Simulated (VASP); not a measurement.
# Tl (P6_3/mmc) in VASP: reference runs

How does Tl come out in PBE? The cell is run as given and disturbed.

All numbers are computed with VASP 6.6.1; they aren't measurements. Logs are shortened: lines on timing, memory, paths and dates and some standing lists are left out, and cuts for length are marked.

**1. Starting point**

It takes space group P6_3/mmc (No. 194, hexagonal). Conventional cell: a = 3.509 Å, b = 3.509 Å, c = 11.266 Å, α = 90.00°, β = 90.00°, γ = 120.00°. Tl (site symmetry -6m2) has 12 Tl at 3.47 to 3.51 Å as nearest neighbours. Tl (site symmetry -3m) is surrounded by 12 Tl at 3.47 to 3.51 Å.

**2. Single point, PBE**

The input, INCAR:

```
PREC = Accurate
ENCUT = 520
EDIFF = 1E-7
ISMEAR = -1
SIGMA = 0.05
LREAL = False
LASPH = True
NELM = 60
ALGO = Normal
ISIF = 2
LWAVE = False
LCHARG = False
GGA = PE
NBANDS = 34
```

The input, KPOINTS:

```
Automatic mesh
0
Gamma
  9 9 3
```

The input, POSCAR:

```
Tl
1.0
    3.5086375776      0.0000000000      0.0000000000
   -1.7543187888      3.0385692748      0.0000000000
    0.0000000000      0.0000000000     11.2656046300
Tl
4
Direct
    0.6666666667      0.3333333333      0.7500000000
    0.0000000000      0.0000000000      0.5000000000
    0.3333333333      0.6666666667      0.2500000000
    0.0000000000      0.0000000000      0.0000000000
```

Potentials or basis: VASP PAW PBE potentials, release 64 (Tl_d).

The run is started by

```bash
$ cat potpaw_PBE.64/Tl_d/POTCAR > POTCAR
$ mpirun -np 1 vasp_std > vasp.out
```

OUTCAR:

```text
PREC = Accurate
   ENCUT = 520
   EDIFF = 1E-7
   ISMEAR = -1
   LREAL = False
   LASPH = True
   NELM = 60
   ISIF = 2
   GGA = PE

 ion  position               nearest neighbor table
   1  0.667  0.333  0.750-   2 3.47   4 3.47   2 3.47   4 3.47   2 3.47   4 3.47
   2  0.000  0.000  0.500-   1 3.47   3 3.47   3 3.47   1 3.47   1 3.47   3 3.47
   3  0.333  0.667  0.250-   2 3.47   4 3.47   2 3.47   4 3.47   2 3.47   4 3.47
   4  0.000  0.000  0.000-   1 3.47   3 3.47   3 3.47   1 3.47   1 3.47   3 3.47

  LATTYP: Found a hexagonal cell.
 ALAT       =     3.5086375776
 C/A-ratio  =     3.2108202631

  Lattice vectors:

 A1 = (   3.5086375776,   0.0000000000,   0.0000000000)
 A2 = (  -1.7543187888,   3.0385692748,   0.0000000000)
 A3 = (   0.0000000000,   0.0000000000,  11.2656046300)

Analysis of symmetry for initial positions (statically):
=====================================================================
 Subroutine PRICEL returns:
 Original cell was already a primitive cell.

 Routine SETGRP: Setting up the symmetry group for a
 hexagonal supercell.

 Subroutine GETGRP returns: Found 24 space group operations
 (whereof 12 operations were pure point group operations)
 out of a pool of 24 trial point group operations.

The static configuration has the point symmetry D_3d.
 The point group associated with its full space group is D_6h.

Analysis of symmetry for dynamics (positions and initial velocities):
=====================================================================
 Subroutine PRICEL returns:
 Original cell was already a primitive cell.

 Routine SETGRP: Setting up the symmetry group for a
 hexagonal supercell.

 Subroutine GETGRP returns: Found 24 space group operations
 (whereof 12 operations were pure point group operations)
 out of a pool of 24 trial point group operations.

The dynamic configuration has the point symmetry D_3d.
 The point group associated with its full space group is D_6h.

 Subroutine INISYM returns: Found 24 space group operations
 (whereof 12 operations are pure point group operations),
 and found     1 'primitive' translations

----------------------------------------------------------------------------------------

                                     Primitive cell

[... 89 lines left out ...]
   LSORBIT =      F    spin-orbit coupling
   LASPH  =      T    aspherical Exc in radial PAW
   ENCUT  =  520.0 eV  38.22 Ry    6.18 a.u.   6.52  6.52 20.95*2*pi/ulx,y,z
   NELM   =     60;   NELMIN=  2; NELMDL= -5     # of ELM steps
   EDIFF  = 0.1E-06   stopping-criterion for ELM
   LREAL  =      F    real-space projection
   EDIFFG = 0.1E-05   stopping-criterion for IOM
   NSW    =      0    number of steps for IOM
   IBRION =     -1    ionic relax: 0-MD 1-quasi-New 2-CG
   NFREE  =      0    steps in history (QN), initial steepest desc. (CG)
   ISIF   =      2    stress and relaxation
   ISYM   =      2    0-nonsym 1-usesym 2-fastsym
   POTIM  = 0.5000    time-step for ionic-motion
   TEBEG  =    0.0;   TEEND  =   0.0 temperature during run
   PSTRESS=    0.0 pullay stress
   NELECT =      52.0000    total number of electrons
   NUPDOWN=      -1.0000    fix difference up-down
   EMIN   =  10.00;   EMAX   =-10.00  energy-range for DOS
   EFERMI =   0.00;   METHOD = LEGACY
   ISMEAR =    -1;   SIGMA  =   0.05  broadening in eV -4-tet -1-fermi 0-gaus
   EFERMI_NEDOS =   21; number of points for ismear=-14 and -15
   IALGO  =     38    algorithm
   IMIX   =      4    mixing-type and parameters
     AMIX     =   0.40;   BMIX     =  1.00
     AMIX_MAG =   1.60;   BMIX_MAG =  1.00
  volume/ion in A,a.u.               =      30.03       202.63
  Fermi-wavevector in a.u.,A,eV,Ry     =   1.238479  2.340385 20.869019  1.533830
  Thomas-Fermi vector in A             =   2.373002
   LORBIT       =      0    0 simple, 1 ext, 2 COOP (PROOUT), +10 PAW based schemes
   GGA     = PE    functional components
   LHFCALC =     F    Hartree Fock is set to
   AEXX    =    0.0000 exact exchange contribution
   IVDW    =     0    specifies the selected vdW correction
   LEPSILON=     F    determine dielectric tensor
   LRPA    =     F    only Hartree local field effects (RPA)
 non-spin polarized calculation
  energy-cutoff  :      520.00
  volume of cell :      120.11
 maximum number of plane-waves:      3281
 NGX is ok and might be reduce to    28
   NGX = 13   NGY = 13   NGZ = 41

 number of electron      52.0000014 magnetization

 Free energy of the ion-electron system (eV)
  ---------------------------------------------------
  ext. energy  EPLUGINS =         0.00000000
  ---------------------------------------------------
  free energy    TOTEN  =        -8.83106052 eV

  energy without entropy =       -8.80717958  energy(sigma->0) =       -8.81912005

 E-fermi :   6.0376     XC(G=0):  -9.9491

 val. band max:        5.9857518391   @ k =   0.3333   0.1111   0.0000
 cond. band min:       6.0441052646   @ k =   0.3333   0.2222   0.3333
 fundamental gap:      0.0583534255
 Fermi energy:         6.0376243800

 k-point     1 :       0.0000    0.0000    0.0000
  band No.  band energies     occupation
      1      -5.6371      2.00000
      2      -5.5368      2.00000
      3      -5.5131      2.00000
      4      -5.4900      2.00000
      5      -5.4900      2.00000
      6      -5.4635      2.00000
[... 877 lines left out ...]
     33      10.3934      0.00000
     34      11.1658      0.00000

------------------------ aborting loop because EDIFF is reached ----------------------------------------

  FORCE on cell =-STRESS in cart. coord.  units (eV):
  Direction    XX          YY          ZZ          XY          YZ          ZX
  --------------------------------------------------------------------------------------
  -------------------------------------------------------------------------------------
  Total        0.8393589      0.8393589      0.8158143      0.0000000      0.0000000     -0.0000000
  in kB       11.1968567     11.1968567     10.8827773      0.0000000      0.0000000     -0.0000000
  external PRESSURE =      11.0921636 kB  Pullay stress =       0.0000000 kB

 VOLUME and BASIS-vectors are now :
 -----------------------------------------------------------------------------
  energy-cutoff  :      520.00
  volume of cell :      120.11
      direct lattice vectors                 reciprocal lattice vectors
     3.508637578  0.000000000  0.000000000     0.285010913  0.164551127  0.000000000
    -1.754318789  3.038569275  0.000000000     0.000000000  0.329102255  0.000000000
     0.000000000  0.000000000 11.265604630     0.000000000  0.000000000  0.088765764

 POSITION                                       TOTAL-FORCE (eV/Angst)
 -----------------------------------------------------------------------------------
      1.75432      1.01286      8.44920         0.000000      0.000000     -0.000000
      0.00000      0.00000      5.63280         0.000000      0.000000      0.000000
     -0.00000      2.02571      2.81640        -0.000000     -0.000000      0.000000
      0.00000      0.00000      0.00000         0.000000      0.000000      0.000000
 -----------------------------------------------------------------------------------
    total drift:                                0.000000     -0.000000      0.000000

  FREE ENERGIE OF THE ION-ELECTRON SYSTEM (eV)
  ---------------------------------------------------
  free  energy   TOTEN  =        -8.8310605159 eV

  energy  without entropy=       -8.8071795802  energy(sigma->0) =       -8.81912005
```

OSZICAR:

```text
N       E                     dE             d eps       ncg     rms          rms(c)
DAV:   1     0.297267031557E+03    0.29727E+03   -0.27821E+04  1632   0.143E+03
DAV:   2    -0.159078135218E+01   -0.29886E+03   -0.29313E+03  1770   0.328E+02
DAV:   3    -0.886167174205E+01   -0.72709E+01   -0.72113E+01  1806   0.432E+01
DAV:   4    -0.892527930452E+01   -0.63608E-01   -0.63544E-01  1796   0.401E+00
DAV:   5    -0.892625359527E+01   -0.97429E-03   -0.97424E-03  1772   0.529E-01    0.377E+00
DAV:   6    -0.884514592631E+01    0.81108E-01   -0.15797E-01  1716   0.240E+00    0.268E+00
DAV:   7    -0.883290876822E+01    0.12237E-01   -0.88962E-02  1716   0.178E+00    0.775E-01
DAV:   8    -0.883102901728E+01    0.18798E-02   -0.10692E-02  1682   0.610E-01    0.480E-02
DAV:   9    -0.883104677636E+01   -0.17759E-04   -0.72791E-05  1896   0.579E-02    0.176E-02
DAV:  10    -0.883105955105E+01   -0.12775E-04   -0.20636E-05  1692   0.320E-02    0.466E-03
DAV:  11    -0.883106055183E+01   -0.10008E-05   -0.26446E-06  1726   0.135E-02    0.263E-03
DAV:  12    -0.883106037662E+01    0.17521E-06   -0.21463E-07  1136   0.298E-03    0.571E-04
DAV:  13    -0.883106050602E+01   -0.12940E-06   -0.13116E-08   874   0.979E-04    0.184E-04
DAV:  14    -0.883106051586E+01   -0.98462E-08   -0.25631E-09   870   0.412E-04
   1 F= -.88310605E+01 E0= -.88191200E+01  d E =-.238809E-01
```

It took 60 s on 1 thread of Intel Xeon 6975P-C (Granite Rapids), shared host; peak memory 0.26 GiB.

What came out:

```yaml
Free_energy: -8.8311 eV
Pressure: 1.1 GPa
Band_gap_on_the_k_mesh: none (metal or under the smearing width)
```

**3. Single point, PBE (atoms moved at random, drawn with an rms of 0.05 Å)**

The input, INCAR:

```
SYSTEM = Tl
PREC = Accurate
ENCUT = 520
EDIFF = 1E-7
ISMEAR = -1
SIGMA = 0.05
LREAL = .FALSE.
LASPH = .TRUE.
NELM = 60
ALGO = Normal
ISIF = 2
LWAVE = .FALSE.
LCHARG = .FALSE.
GGA = PE
NBANDS = 34
```

The input, KPOINTS:

```
Automatic mesh
0
G
  9 9 3
  0 0 0
```

The input, POSCAR:

```
Tl
1.0
    3.5086375776      0.0000000000      0.0000000000
   -1.7543187888      3.0385692748      0.0000000000
    0.0000000000      0.0000000000     11.2656046300
Tl
4
Direct
    0.6704350000      0.3359360000      0.7537430000
    0.0024690000      0.0117550000      0.4982410000
    0.3305850000      0.6614330000      0.2477010000
    0.0082890000      0.0021340000      0.0006780000
```

Potentials or basis: VASP PAW PBE potentials, release 64 (Tl_d).

The run is started by

```bash
$ cat potpaw_PBE.64/Tl_d/POTCAR > POTCAR
$ mpirun -np 1 vasp_std > vasp.out
```

Wall time 4.5 min (1 thread of Intel Xeon 6975P-C (Granite Rapids), shared host); peak memory 0.48 GiB.

It converged, with:

```
Free energy            : -8.8274 eV
Pressure               : 1.1 GPa
Largest force          : 0.107 eV/Å
Band gap on the k mesh : none (metal or under the smearing width)
```

Forces in eV/Å, atoms in the order of the input:
```
Tl   0.000  0.000 -0.107
Tl   0.004 -0.006  0.057
Tl   0.002  0.005  0.044
Tl  -0.006  0.001  0.006
```

Levels at points of the mesh, in eV from the Fermi level:
| k point | band 22 | band 23 | band 24 | band 25 | band 26 | band 27 | band 28 | band 29 | band 30 | band 31 |
| --- | --- | --- | --- | --- | --- | --- | --- | --- | --- | --- |
| (0.00, 0.00, 0.00) | -8.37 | -8.29 | -5.14 | -2.62 | 3.14 | 3.20 | 7.71 | 7.75 | 8.61 | 8.64 |

The run has no spin-orbit coupling, so splittings on Tl are missing.
